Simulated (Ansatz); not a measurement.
Theory: Ansatz 0.2.0, DFT PBE, scalar-relativistic, plane waves, PAW. Several structures of Sn₃S₅ were relaxed, and the powder pattern of one of them was computed from 10° to 70° in 2θ (λ = 1.5406 Å; lines under 1 % are left out).

Cu Kα1 powder pattern (kinematic, no thermal factors).
2θ (°) (relative intensity): 19.77 (44), 23.33 (3), 24.26 (22), 24.30 (22), 26.47 (26), 26.87 (20), 30.76 (9), 31.52 (37), 33.26 (2), 33.94 (2), 34.60 (16), 35.57 (4), 36.54 (100), 39.59 (5), 40.17 (9), 41.02 (21), 41.62 (5), 43.55 (6), 46.97 (2), 47.24 (2), 47.51 (9), 47.70 (15), 48.25 (17), 49.79 (13), 52.12 (7), 53.57 (2), 53.82 (5), 54.08 (6), 54.24 (5), 55.38 (6), 56.13 (4), 57.27 (5), 57.48 (5), 58.30 (13), 59.68 (2), 60.07 (7), 60.52 (2), 62.68 (2), 64.08 (4), 65.13 (2), 65.77 (14), 65.81 (4), 66.42 (10), 69.60 (6), 69.83 (2)

Task: Which structure gives it?
A.

```cif
data_structure
_symmetry_space_group_name_H-M 'R32:H'
_symmetry_Int_Tables_number 155
_cell_length_a 7.5590
_cell_length_b 7.5590
_cell_length_c 16.9144
_cell_angle_alpha 90.000
_cell_angle_beta 90.000
_cell_angle_gamma 120.000
_cell_volume 836.99
loop_
_atom_site_label
_atom_site_type_symbol
_atom_site_symmetry_multiplicity
_atom_site_Wyckoff_symbol
_atom_site_fract_x
_atom_site_fract_y
_atom_site_fract_z
_atom_site_occupancy
Sn1 Sn 9 e 0.59164 0.66667 0.16667 1
S1 S 9 e 0.93306 0.66667 0.16667 1
S2 S 6 c 0.33333 0.66667 0.06148 1
```

B.

```cif
data_structure
_symmetry_space_group_name_H-M 'Pmmm'
_symmetry_Int_Tables_number 47
_cell_length_a 3.6596
_cell_length_b 3.8102
_cell_length_c 13.4585
_cell_angle_alpha 90.000
_cell_angle_beta 90.000
_cell_angle_gamma 90.000
_cell_volume 187.66
loop_
_atom_site_label
_atom_site_type_symbol
_atom_site_symmetry_multiplicity
_atom_site_Wyckoff_symbol
_atom_site_fract_x
_atom_site_fract_y
_atom_site_fract_z
_atom_site_occupancy
Sn1 Sn 2 s 0.50000 0.00000 0.80972 1
Sn2 Sn 1 h 0.50000 0.50000 0.50000 1
S1 S 1 c 0.00000 0.00000 0.50000 1
S2 S 1 a 0.00000 0.00000 0.00000 1
S3 S 1 f 0.50000 0.50000 0.00000 1
S4 S 2 r 0.00000 0.50000 0.73364 1
```

C.

```cif
data_structure
_symmetry_space_group_name_H-M 'P4/mmm'
_symmetry_Int_Tables_number 123
_cell_length_a 3.8454
_cell_length_b 3.8454
_cell_length_c 13.7530
_cell_angle_alpha 90.000
_cell_angle_beta 90.000
_cell_angle_gamma 90.000
_cell_volume 203.37
loop_
_atom_site_label
_atom_site_type_symbol
_atom_site_symmetry_multiplicity
_atom_site_Wyckoff_symbol
_atom_site_fract_x
_atom_site_fract_y
_atom_site_fract_z
_atom_site_occupancy
Sn1 Sn 2 h 0.50000 0.50000 0.21262 1
Sn2 Sn 1 b 0.00000 0.00000 0.50000 1
S1 S 2 g 0.00000 0.00000 0.17023 1
S2 S 1 a 0.00000 0.00000 0.00000 1
S3 S 2 h 0.50000 0.50000 0.39243 1
```

Result: B. Its strongest line, at 2θ = 36.54°, has d = λ/(2 sin θ) = 2.457 Å and is the (1 1 2) reflection of the conventional Pmmm cell with a = 3.660 Å, b = 3.810 Å, c = 13.458 Å. The others have their strongest lines at 15.7° (A); 26.5° (C).

The cells needn't be stable.
